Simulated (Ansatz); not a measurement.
# Cobalt, diamond under m-r²SCAN: from relaxation to bulk modulus

The plan for cobalt in the diamond structure: relax it, solve it on a dense k-mesh, then scale the cell to 7 volumes from 88 to 112 % of the relaxed one and try a fit of the equation of state. The start is antiferromagnetic. The k-meshes are 11×11×11 for the relaxation; 18×18×18 for the dense run; 13×13×13 for the volumes.

This is Co in the diamond structure; at room conditions it is hcp.

Method: DFT m-r2SCAN, plane waves (500 eV) with PAW, scalar-relativistic; the PAW data stem from PBE, with regenerated cores; m-r²SCAN is r²SCAN on the gauge-invariant kinetic-energy density, in Ansatz 0.2.0.

## (1) The starting structure

The structure is cubic, space group Fd-3m (No. 227). The conventional cell has a = 4.927 Å, b = 4.927 Å, c = 4.927 Å, α = 90.00°, β = 90.00°, γ = 90.00°. Co (site symmetry -43m) is surrounded by 4 Co at 2.13 Å.

Coordinates:

```
CELL_PARAMETERS angstrom
0.00000 2.46343 2.46343
2.46343 0.00000 2.46343
2.46343 2.46343 0.00000
ATOMIC_POSITIONS crystal
Co 0.12500 0.12500 0.12500
Co 0.87500 0.87500 0.87500
```

Starting moments (μB): +1.7, -1.7.

## (2) Relaxation of the cell

Contents of input.yaml:

```yaml
crystal:
  lattice:
    - [0.0, 2.4634331982, 2.4634331982]
    - [2.4634331982, 0.0, 2.4634331982]
    - [2.4634331982, 2.4634331982, 0.0]
  atoms:
    - { symbol: Co, position: [0.125, 0.125, 0.125], spin: 1.7 }
    - { symbol: Co, position: [0.875, 0.875, 0.875], spin: -1.7 }
hamiltonian:
  xc: mr2scan
  pseudopotentials:
    kind: paw
    azcp:
      Co: "pseudopotentials/Co.paw.azcp"
basis:
  ecutwfc: 500
  fft_grid_basis: typed
kpoints:
  mp_grid: { grid: [11, 11, 11], shift: [0, 0, 0] }
magnetization:
  spin_polarized: true
scf:
  occupations: { method: fermi_dirac, width: 0.05 }
relax:
  max_steps: 60
  f_tol: 0.01
  cell: {}
output:
  write_density: true
  write_potential: true
  elf: true
  volumetric_format: npy
```

Standard output:

```text
Warning: RAYON_NUM_THREADS=2 ignored (pool sized by the plan → 2); use --threads N
Engine: ansatz 0.2.0, x86_64-unknown-linux-gnu
Pseudopotentials: kind: paw
Pseudopotential: Co, paw, valence charge 17, recommended cutoff 500 eV (meta_gga), <dir>
Functional definition: m-r2SCAN
  exchange = m_r2scan_x
  correlation = m_r2scan_c
Crystal: 2 atoms, lattice volume = 29.899 Å³
Basis set: ecut = 500 eV, 749 PW (Γ), exchange–correlation on 108×108×108 points (64 copies of the dense FFT grid, shifted against one another)
Bands: 23, of which v1, the nominal top of the filled ones, is band 17 counted from 1 (16 counted from 0)
Symmetry: 24 space group operations
Space group: F-43m (ITA 216), of the structure as read, at distance tolerance 3.1e-5 Å
Magnetic group: BNS 227.130 (UNI 1632), of the structure as read, at distance tolerance 3.1e-5 Å
k-points: 56 of 1331 (time reversal used)
Non-local potential: Co, projectors of the file, l = 0: 3, l = 1: 2, l = 2: 3, l = 3: 1
PAW form: soft (Blöchl's): semilocal exchange-correlation on the pseudo side does not see the compensation charge
PAW frozen core: Co, regenerated for the run's functional (the file was generated under x = pbe(κ = 0.804, μ = 0.2195149727645171), c = pbe(β = 0.06672455060314922))
PAW one-centre angular grid: Co, 590 points (default); XC on 160 Gauss nodes
Initial density: superposition of atomic densities (chi_scale 0.1, normalization cell)
Starting moments: Σ|m| = 3.4 μB on 2 of 2 sites
Starting magnetic order: antiferromagnet; an inversion exchanges its spin sublattices: spin-degenerate at every k-point
Initial wavefunctions: pseudopotential atomic-orbital guess
Functional: x = mr2scan, c = mr2scan; τ floored in thin density (d = 2e-4 eV/Å³)
iter 1 solved again at ethr=1.38e-3 eV; its pass at ethr=3.10e-3 eV (dr2=4.70e-1 eV) is discarded
SCF iter   1: F=—  HF=-10256.982027 eV  |F-HF|=—  |Δ(HF+E_count)|=         —  Δρ=4.98e-2 (↑4.98e-2 ↓4.98e-2)  dr2=5.87e-1  dr2_τ=1.09e-2  dr2_m=4.02e-1  M=-0.000 μB ∫|m|=2.637 μB  β_m=0.30  ethr=1.38e-3  ⟨swp⟩=2.9  Hψ=15506  notcnv=0
Mixer restart at iter 1: flushing history
preconditioner: auto → Kerker (q_TF=auto, 2.787 Å⁻¹)  [metal: Δε(μ)=0.034 eV  Ē_g=7.536 eV  σ=0.050 eV  W_gap=0.16  n_scr=14 (ndim 8)  ℏωp=28.8 eV  f_vac=0.000  D(μ)=4.16/eV (n_scr^D=58)]
spin=Collinear: Kerker preconditioning applied to the charge; magnetization (m = ρ↑ − ρ↓) channel mixes plain (no charge-response kernel on spin).
SCF iter   2: F=—  HF=-10257.099647 eV  |F-HF|=—  |Δ(HF+E_count)|=   1.18e-1  Δρ=3.78e-2 (↑3.78e-2 ↓3.78e-2)  dr2=2.47e-1  dr2_τ=1.66e-2  dr2_m=3.24e-1  M=-0.000 μB ∫|m|=2.479 μB  β_m=0.30  ethr=1.38e-3  ⟨swp⟩=3.5  Hψ=4946  notcnv=0  κ⁻¹=1.0e0(r=1)
SCF iter   3: F=—  HF=-10258.521970 eV  |F-HF|=—  |Δ(HF+E_count)|=         —  Δρ=1.28e-1 (↑1.28e-1 ↓1.28e-1)  dr2=2.65e-1  dr2_τ=6.34e-2  dr2_m=4.40e0  M=0.000 μB ∫|m|=0.904 μB  β_m=0.30  ethr=7.25e-4  ⟨swp⟩=2.0  Hψ=3930  notcnv=0
Mixer restart at iter 3: flushing history
SCF iter   4: F=—  HF=-10258.991209 eV  |F-HF|=—  |Δ(HF+E_count)|=   4.69e-1  Δρ=1.03e-1 (↑1.03e-1 ↓1.03e-1)  dr2=2.69e-1  dr2_τ=1.08e-1  dr2_m=2.83e0  M=-0.000 μB ∫|m|=0.706 μB  β_m=0.30  ethr=7.25e-4  ⟨swp⟩=2.1  Hψ=3434  notcnv=0  κ⁻¹=1.0e0(r=1)
SCF iter   5: F=—  HF=-10259.696069 eV  |F-HF|=—  |Δ(HF+E_count)|=   7.05e-1  Δρ=1.20e-2 (↑1.20e-2 ↓1.20e-2)  dr2=1.69e-1  dr2_τ=2.15e-3  dr2_m=1.39e-2  M=-0.000 μB ∫|m|=0.059 μB  β_m=0.30  ethr=7.25e-4  ⟨swp⟩=3.2  Hψ=5162  notcnv=0  defer=6  κ⁻¹=1.3e-2(r=2)
SCF iter   6: F=—  HF=-10259.659610 eV  |F-HF|=—  |Δ(HF+E_count)|=   3.65e-2  Δρ=6.82e-3 (↑6.82e-3 ↓6.82e-3)  dr2=8.44e-2  dr2_τ=2.53e-4  dr2_m=1.99e-4  M=-0.000 μB ∫|m|=0.022 μB  β_m=0.30  ethr=4.98e-4  ⟨swp⟩=2.0  Hψ=3632  notcnv=0  defer=6  κ⁻¹=4.8e-3(r=3)
SCF iter   7: F=—  HF=-10259.655254 eV  |F-HF|=—  |Δ(HF+E_count)|=   4.36e-3  Δρ=4.90e-3 (↑4.90e-3 ↓4.90e-3)  dr2=1.48e-2  dr2_τ=2.58e-4  dr2_m=2.79e-4  M=-0.000 μB ∫|m|=0.008 μB  β_m=0.30  ethr=2.48e-4  ⟨swp⟩=2.9  Hψ=4322  notcnv=0  defer=6  κ⁻¹=1.7e-4(r=4)
[... 53 lines left out ...]
WARN: the starting moments were not kept: 1 of 2 ended reversed and 1 kept their direction, counting a site from 0.1 of the cell's largest site moment. The largest reversed, site 0 (counted from 0, in the order of the report's site_moments_mub), started with +1.7 μB and closes at -4.1e-1 μB in its sphere. The starting moments cancel, and the net magnetisation is 8.2e-1 μB in size, over 0.1 of its absolute magnetisation of 8.5e-1 μB. The SCF closed on another magnetic arrangement than the starting moments describe; that does not show which of the two is lower. To try another start: change the starting moments (crystal.atoms[].spin, magnetization.per_species, magnetization.initial_magnetization, or on a non-collinear deck that types none of these the spinor_matrix: blocks that start its atoms; where the total moment is fixed, keep their sum and leave initial_magnetization as it is; typed ones take the place of any that the run laid by itself, positive ones on a crystal's lanthanoids without a Hubbard term where scf.initial_density.shell_occupations: [] is typed); see also scf.mixing.spin_hold.
SCF 1 converged in 54 iterations: F = -10259.679394 eV  dr2 = 1.96e-10
relax step   1: F+E_penalty+E_count = -10259.67939363 eV  Δ(F+E_penalty+E_count) = +0.000e0 eV  max|allowed force component| = 8.327e-17 eV/Å  Δτ_max = 0.0000 Å  P = -5.732 GPa  Ω = 29.899 Å³  (54 SCF iters, dr2 threshold 1.00e-7 eV, accepted)
[... 25 lines left out ...]
relax step   2: F+E_penalty+E_count = -10259.69976296 eV  Δ(F+E_penalty+E_count) = -2.037e-2 eV  max|allowed force component| = 8.327e-17 eV/Å  Δτ_max = 0.0000 Å  P = -2.665 GPa  Ω = 29.154 Å³  energy of the carried Pulay correction = +6.414e-4 eV  (15 SCF iters, dr2 threshold 2.00e-7 eV, accepted)
[... 62 lines left out ...]
relax step   5: F+E_penalty+E_count = -10259.70406651 eV  Δ(F+E_penalty+E_count) = +9.704e-4 eV  max|allowed force component| = 7.864e-17 eV/Å  Δτ_max = 0.0000 Å  P = -0.043 GPa  Ω = 28.590 Å³  stress off target by 4.33e-2 GPa  SCF on the basis re-selected at this cell (its energy is not comparable with the rows above)  (14 SCF iters)
[... 1 line left out ...]
SCF converged after 14 iterations
Stability not checked: this state was not tested for a lower state beside it, because the mixer in use, unlike msr1, does not test its closes by its own steps (another_mixer; see scf.mixing.algorithm and scf.lower_state_search)
Magnetization: -0.6118 μB (16.6941 up, 17.3059 down)
Absolute magnetization: 0.6311 μB (∫|ρ↑−ρ↓|, with the PAW one-centre terms)
Spin contamination: 0.0023 ħ² per cell (⟨S²⟩ above its minimum at these occupations)
Per-site moments (μB) at R_I (Å): [(-0.300756151379348, 0.8669962603080406), (-0.30075614543557877, 0.8669962603080406)]
Free energy (F): -10259.704067 eV
Harris-Foulkes:  -10259.704067 eV  (|F-HF|=1.82e-12)
Internal energy: -10259.672544 eV  (E = F + TS)
E sigma→0 (E₀):  -10259.688305 eV
Entropy (-TS):   -0.031522 eV (-15.761 meV/atom)
Fermi energy:    13.062025 eV
--- Per-component energies (eV) ---
  E_band       = -724.152935
  E_kinetic    = 916.495824
  E_local      = -7114.086061  (includes V_loc(G=0)·N_el)
  E_nonlocal   = 918.903740
  E_hartree    = 3007.059540
  E_xc         = -313.860345
  E_vxc        = -457.920305  (∫ρ·V_xc dr)
  E_paw        = -3055.235767  (= ΣΔE_a)
  E_vpaw       = -1031.132954  (= ΣTr[D̂ρ^β])
  E_aug_tail   = 0.000066  (compensation charges beyond the density's cutoff)
  E_vtau       = 29.467809  (kinetic-family band-sum trace: ∫τ·v_τ [+ j·A + Jᵃ·Aᵃ] dr)
  E_ewald      = -4618.359128
  E_core_change = -0.590412  (= ΣΔE_core)
  E_smearing   = -0.031522  (= −TS)
  E_closure    = 0.000000  (closes the sum)
  Σ components = -10259.704067   (vs F -10259.704067, Δ=0.00e0)
--- Forces (eV/Å), atoms counted from 1 ---
  atom   1  Co     0.00000000     0.00000000     0.00000000
  atom   2  Co    -0.00000000     0.00000000     0.00000000
  max |Σ_I F_I| component: 1.27e-17 eV/Å
--- Stress (GPa, compression-positive) ---
       -0.043348       0.000000       0.000000
        0.000000      -0.043348       0.000000
        0.000000       0.000000      -0.043348
  P = ⅓ Tr σ = -0.0433 GPa (-0.433 kbar)
--- Band table (eV; the first three rows and the last of 112) ---
[... band rows left out ...]
--- Relaxed structure (4 steps of the walk, 4 accepted, 1 SCFs on fresh bases) ---
  F+E_penalty+E_count = -10259.70406651 eV   max|allowed force component| = 7.864e-17 eV/Å   (the final SCF, on the basis selected at the relaxed cell)
  cell:  # Å, volume = 28.5902 Å³
    - [-2.445778575789883e-33, 2.4269601176981634, 2.4269601176981634]
    - [2.4269601176981634, -2.904362058750486e-33, 2.4269601176981634]
    - [2.4269601176981634, 2.4269601176981634, -2.2929174148030153e-33]
  atoms:
    - { symbol: Co, position: [0.125, 0.125, 0.125] }
    - { symbol: Co, position: [0.8749999999999999, 0.8749999999999999, 0.8749999999999999] }
```

It took 3.2 min on 2 threads of an x86-64 CPU, shared host; peak memory 0.52 GiB.

The steps of the relaxation:

```
step  energy change (meV/atom)  largest force (eV/Å)  pressure (GPa)  volume (Å³/atom)
   1                      0.00                0.0000           -5.73            14.949
   2                    -10.18                0.0000           -2.67            14.577
   3                    -12.82                0.0000            0.26            14.268
   4                    -12.82                0.0000           -0.01            14.295
   5                    -12.34                0.0000           -0.04            14.295
```

Steps that repeat a cell are solved on a basis chosen anew, so their changes of energy are no gain of the relaxation.

The cell of the run, before and after:

|  | before | after | change |
| --- | --- | --- | --- |
| a (Å) | 3.484 | 3.432 | -1.5 % |
| b (Å) | 3.484 | 3.432 | -1.5 % |
| c (Å) | 3.484 | 3.432 | -1.5 % |
| volume (Å³/atom) | 14.949 | 14.295 | -4.4 % |
| shortest distance (Å) | 2.133 | 2.102 | -1.5 % |
| space group (spins left aside) | Fd-3m | Fd-3m | same |

## (3) Dense single point

Contents of input.yaml:

```yaml
crystal:
  lattice:
    - [0.0, 2.4269601177, 2.4269601177]
    - [2.4269601177, 0.0, 2.4269601177]
    - [2.4269601177, 2.4269601177, 0.0]
  atoms:
    - { symbol: Co, position: [0.125, 0.125, 0.125], spin: -0.301 }
    - { symbol: Co, position: [0.875, 0.875, 0.875], spin: -0.301 }
hamiltonian:
  xc: mr2scan
  pseudopotentials:
    kind: paw
    azcp:
      Co: "pseudopotentials/Co.paw.azcp"
basis:
  ecutwfc: 500
  fft_grid_basis: typed
kpoints:
  mp_grid: { grid: [18, 18, 18], shift: [0, 0, 0] }
magnetization:
  spin_polarized: true
scf:
  occupations: { method: fermi_dirac, width: 0.05 }
output:
  write_density: true
  write_potential: true
  elf: true
  volumetric_format: npy
```

Standard output (excerpt; [...] marks lines left out):

```text
Warning: RAYON_NUM_THREADS=2 ignored (pool sized by the plan → 2); use --threads N
[...]
[... 3 set-up lines as earlier in the session ...]
[...]
Crystal: 2 atoms, lattice volume = 28.590 Å³
Basis set: ecut = 500 eV, 725 PW (Γ), exchange–correlation on 108×108×108 points (64 copies of the dense FFT grid, shifted against one another)
Bands: 22, of which v1, the nominal top of the filled ones, is band 17 counted from 1 (16 counted from 0)
Symmetry: 48 space group operations
Space group: Fd-3m (ITA 227), of the structure as read, at distance tolerance 3.1e-5 Å
Magnetic group: BNS 227.128 (UNI 1630), of the structure as read, at distance tolerance 3.1e-5 Å
k-points: 195 of 5832
[...]
Starting moments: Σ|m| = 0.602 μB on 2 of 2 sites
[...]
an SCF towards Hund's moment on open shells that bore less, with the run's symmetry operations kept, reached no lower state that the run goes on to. This is no proof of a minimum
this state was not tested for a lower state beside it, because the mixer in use, unlike msr1, does not test its closes by its own steps (another_mixer; see scf.mixing.algorithm and scf.lower_state_search)
SCF converged after 22 iterations
Magnetization: -0.5627 μB (16.7187 up, 17.2813 down)
Absolute magnetization: 0.5766 μB (∫|ρ↑−ρ↓|, with the PAW one-centre terms)
Spin contamination: 0.0022 ħ² per cell (⟨S²⟩ above its minimum at these occupations)
Per-site moments (μB) at R_I (Å): [(-0.275115394034879, 0.8669962603086966), (-0.27511539403487884, 0.8669962603086966)]
Free energy (F): -10259.704135 eV
[...]
E sigma→0 (E₀):  -10259.688274 eV
Entropy (-TS):   -0.031721 eV (-15.861 meV/atom)
Fermi energy:    13.053467 eV
[...]
--- Band table (eV; the first three rows and the last of 390) ---
[... band rows left out ...]
[...]
```

Wall time 2 min (2 threads of an x86-64 CPU, shared host); peak memory 1.1 GiB.

The maps below are laid out on this run's own conventional cell (a, b, c = 4.854, 4.854, 4.854 Å).

Density in a lattice plane of the grid's cell (edges 4.85 and 4.85 Å, at 0.125 of the third edge), which holds Co. It is the smooth density of the valence electrons, not physical close to the nuclei.

Ten even steps from ' ' (0.06 e/Å³) to '@' (41.99 e/Å³):
```
                                                
                                                
                                                
                                                
                                                
                          ..::--::..            
                          ::##@@##::            
                          ::**@@##::            
                          ..::--::..            
                                                
                                                
                                                
                                                
                                                
                                                
  ..::--::..                                    
  ::##@@##::                                    
  ::**@@##::                                    
  ..::--::..                                    
                                                
```
Columns run along the first of these edges and rows up along the second, over one cell in 24 and 20 even steps from the bottom left corner. Atoms in the plane (fractional): Co at (0.12, 0.12), Co at (0.62, 0.62).

Spin density (up less down) in a lattice plane of the grid's cell (edges 4.85 and 4.85 Å, at 0.125 of the third edge), which holds Co.

Values in e/Å³, 12 rows by 12 columns:
```
 0.00  0.00  0.00  0.00  0.00  0.00  0.00  0.00  0.00  0.00  0.00  0.00
 0.00  0.00  0.00  0.00  0.00  0.00  0.00  0.00  0.00  0.00  0.00  0.00
 0.00  0.00  0.00  0.00  0.00  0.00 -0.01 -0.05 -0.05 -0.02  0.00  0.00
 0.00  0.00  0.00  0.00  0.00  0.00 -0.04 -0.48 -0.50 -0.05  0.00  0.00
 0.00  0.00  0.00  0.00  0.00  0.00 -0.04 -0.47 -0.48 -0.05  0.00  0.00
 0.00  0.00  0.00  0.00  0.00  0.00 -0.01 -0.04 -0.04 -0.01  0.00  0.00
 0.00  0.00  0.00  0.00  0.00  0.00  0.00  0.00  0.00  0.00  0.00  0.00
 0.00  0.00  0.00  0.00  0.00  0.00  0.00  0.00  0.00  0.00  0.00  0.00
-0.01 -0.05 -0.05 -0.02  0.00  0.00  0.00  0.00  0.00  0.00  0.00  0.00
-0.04 -0.48 -0.50 -0.05  0.00  0.00  0.00  0.00  0.00  0.00  0.00  0.00
-0.04 -0.47 -0.48 -0.05  0.00  0.00  0.00  0.00  0.00  0.00  0.00  0.00
-0.01 -0.04 -0.04 -0.01  0.00  0.00  0.00  0.00  0.00  0.00  0.00  0.00
```
Columns run along the first of these edges and rows up along the second, over one cell in 12 and 12 even steps from the bottom left corner. Atoms in the plane (fractional): Co at (0.12, 0.12), Co at (0.62, 0.62).

## (4) At 88 % of the relaxed volume

Contents of input.yaml:

```yaml
crystal:
  lattice:
    - [0.0, 2.32571698, 2.32571698]
    - [2.32571698, 0.0, 2.32571698]
    - [2.32571698, 2.32571698, 0.0]
  atoms:
    - { symbol: Co, position: [0.125, 0.125, 0.125], spin: -0.275 }
    - { symbol: Co, position: [0.875, 0.875, 0.875], spin: -0.275 }
hamiltonian:
  xc: mr2scan
  pseudopotentials:
    kind: paw
    azcp:
      Co: "pseudopotentials/Co.paw.azcp"
basis:
  ecutwfc: 500
  fft_grid_basis: typed
kpoints:
  mp_grid: { grid: [13, 13, 13], shift: [0, 0, 0] }
magnetization:
  spin_polarized: true
scf:
  occupations: { method: fermi_dirac, width: 0.05 }
  lower_state_search: "off"
output:
  stress: true
```

Standard output (excerpt; [...] marks lines left out):

```text
Warning: RAYON_NUM_THREADS=2 ignored (pool sized by the plan → 2); use --threads N
[...]
[... 3 set-up lines as earlier in the session ...]
[...]
Crystal: 2 atoms, lattice volume = 25.159 Å³
Basis set: ecut = 500 eV, 609 PW (Γ), exchange–correlation on 96×96×96 points (64 copies of the dense FFT grid, shifted against one another)
Bands: 22, of which v1, the nominal top of the filled ones, is band 17 counted from 1 (16 counted from 0)
[... 1 set-up line as earlier in the session ...]
Space group: Fd-3m (ITA 227), of the structure as read, at distance tolerance 2.9e-5 Å
Magnetic group: BNS 227.128 (UNI 1630), of the structure as read, at distance tolerance 2.9e-5 Å
k-points: 84 of 2197
[...]
Starting moments: Σ|m| = 0.55 μB on 2 of 2 sites
[...]
WARN: the starting moments were not kept: the SCF closed with an absolute magnetisation of 5.7e-5 μB, where they sum to 0.55 μB in size (2 sites). That is at most 0.1 of that sum. Measured as dr2_m measures the in/out step, that magnetisation stands 3.5e-9 eV from none, at or under the [...]
this state was not tested for a lower state beside it, because the mixer in use, unlike msr1, does not test its closes by its own steps (another_mixer; see scf.mixing.algorithm and scf.lower_state_search)
SCF converged after 26 iterations
Magnetization: 0.0001 μB (17.0000 up, 17.0000 down)
Absolute magnetization: 0.0001 μB (∫|ρ↑−ρ↓|, with the PAW one-centre terms)
Spin contamination: 0.0000 ħ² per cell (⟨S²⟩ above its minimum at these occupations)
Per-site moments (μB) at R_I (Å): [(2.37421614917161e-5, 0.8308286195107902), (2.3742161492064435e-5, 0.8308286195107902)]
Free energy (F): -10259.471614 eV
[...]
E sigma→0 (E₀):  -10259.457295 eV
Entropy (-TS):   -0.028639 eV (-14.319 meV/atom)
Fermi energy:    15.555157 eV
[...]
--- Stress (GPa, compression-positive) ---
       24.910071       0.000000      -0.000000
        0.000000      24.910071      -0.000000
        0.000000      -0.000000      24.910071
  P = ⅓ Tr σ = 24.9101 GPa (249.101 kbar)
```

It took 36 s on 2 threads of an x86-64 CPU, shared host; peak memory 0.45 GiB.

## (5) At 92 % of the relaxed volume

input.yaml: that of step 4 with these lines changed.

```diff
@@ -2,5 +2,5 @@
   lattice:
-    - [0.0, 2.32571698, 2.32571698]
-    - [2.32571698, 0.0, 2.32571698]
-    - [2.32571698, 2.32571698, 0.0]
+    - [0.0, 2.3604342922, 2.3604342922]
+    - [2.3604342922, 0.0, 2.3604342922]
+    - [2.3604342922, 2.3604342922, 0.0]
   atoms:
```

Standard output (excerpt; [...] marks lines left out):

```text
Warning: RAYON_NUM_THREADS=2 ignored (pool sized by the plan → 2); use --threads N
[...]
[... 3 set-up lines as earlier in the session ...]
[...]
Crystal: 2 atoms, lattice volume = 26.303 Å³
Basis set: ecut = 500 eV, 645 PW (Γ), exchange–correlation on 100×100×100 points (64 copies of the dense FFT grid, shifted against one another)
Bands: 22, of which v1, the nominal top of the filled ones, is band 17 counted from 1 (16 counted from 0)
[... 1 set-up line as earlier in the session ...]
Space group: Fd-3m (ITA 227), of the structure as read, at distance tolerance 3.0e-5 Å
Magnetic group: BNS 227.128 (UNI 1630), of the structure as read, at distance tolerance 3.0e-5 Å
k-points: 84 of 2197
[...]
Starting moments: Σ|m| = 0.55 μB on 2 of 2 sites
[...]
WARN: the starting moments were not kept: the SCF closed with an absolute magnetisation of 7.6e-5 μB, where they sum to 0.55 μB in size (2 sites). That is at most 0.1 of that sum. Measured as dr2_m measures the in/out step, that magnetisation stands 7.8e-9 eV from none, at or under the [...]
this state was not tested for a lower state beside it, because the mixer in use, unlike msr1, does not test its closes by its own steps (another_mixer; see scf.mixing.algorithm and scf.lower_state_search)
SCF converged after 33 iterations
Magnetization: 0.0001 μB (17.0000 up, 17.0000 down)
Absolute magnetization: 0.0001 μB (∫|ρ↑−ρ↓|, with the PAW one-centre terms)
Spin contamination: 0.0000 ħ² per cell (⟨S²⟩ above its minimum at these occupations)
Per-site moments (μB) at R_I (Å): [(3.644580552281694e-5, 0.8432308751662704), (3.644580552291295e-5, 0.8432308751662704)]
Free energy (F): -10259.610698 eV
[...]
E sigma→0 (E₀):  -10259.595422 eV
Entropy (-TS):   -0.030551 eV (-15.275 meV/atom)
Fermi energy:    14.652172 eV
[...]
--- Stress (GPa, compression-positive) ---
       14.449520      -0.000000       0.000000
       -0.000000      14.449520       0.000000
        0.000000      -0.000000      14.449520
  P = ⅓ Tr σ = 14.4495 GPa (144.495 kbar)
```

Run time: 85 s. Hardware: 2 threads of an x86-64 CPU, shared host; peak memory 0.46 GiB.

(Part 1 of 2 ends here.)
